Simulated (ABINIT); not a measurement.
The system is CuI (Marshite).

```
CELL_PARAMETERS angstrom
0.00000 3.03150 3.03150
3.03150 0.00000 3.03150
3.03150 3.03150 0.00000
ATOMIC_POSITIONS crystal
I 0.00000 0.00000 0.00000
Cu 0.75000 0.75000 0.75000
```

Base run:

```yaml
Program: ABINIT 10.8.3 (patched build)
Functional: PBE
Potentials_or_basis: JTH PAW PBE v2.0
Cutoff: 707 eV
k_mesh: 5 × 5 × 5
Occupations: fermi-dirac, width 0.05 eV
Spin: no spin polarisation
```

Its results: band gap on the k mesh 1.11 eV, direct; pressure 0.8 GPa.

Question: After a change of settings the same cell gave: band gap on the k mesh 1.61 eV, direct; pressure 3.9 GPa. Which change was it?
A. functional from PBE to HCTH407; k mesh from 5 × 5 × 5 to 8 × 8 × 8
B. functional from PBE to PBEsol
C. functional from PBE to PBEsol; k mesh from 5 × 5 × 5 to 3 × 3 × 3

Answer: A.

Caveats: spin-orbit coupling is left out, which moves the levels of the heavy elements; the PAW data sets were made with another functional, which shifts forces and pressure a little (some runs).
